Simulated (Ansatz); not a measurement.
Input and command of a plane-wave DFT calculation in Ansatz:

```yaml
crystal:
  lattice:
    - [2.8516080131, 0.0, 0.0]
    - [-1.4258040066, 2.469564981, 0.0]
    - [0.0, 0.0, 5.567503]
  atoms:
    - { symbol: Ti, position: [0.3333333333, 0.6666666667, 0.25] }
    - { symbol: Ti, position: [0.6666666667, 0.3333333333, 0.75] }
    - { symbol: O, position: [0.0, 0.0, 0.0] }
    - { symbol: O, position: [0.0, 0.0, 0.5] }
basis:
  ecutwfc: 520
kpoints:
  mp_grid: { grid: [18, 18, 8] }
hamiltonian:
  xc: r2scan
scf:
  occupations: { method: gaussian, width: 0.1 }
output:
  forces: true
  stress: true
  eigenvalues: true
```

```bash
ansatz run input.yaml --threads 1 --pin off --max-ram 2560MiB --backend cpu --events-out ev --progress --plain --runs-dir out
```

Processor: Intel(R) Xeon(R) Processor @ 2.50GHz (Skylake/Cascade Lake), 1 thread, on a host shared with other jobs.

Question: How long does it run, and how much memory does it take?

Answer: About 37 s on 1 thread of Intel(R) Xeon(R) Processor @ 2.50GHz (Skylake/Cascade Lake), with other jobs on the host, peak memory 0.58 GiB. It solves 22 bands at 185 k points (the mesh reduced by symmetry) with about 1065 plane waves, in 8 SCF iterations.
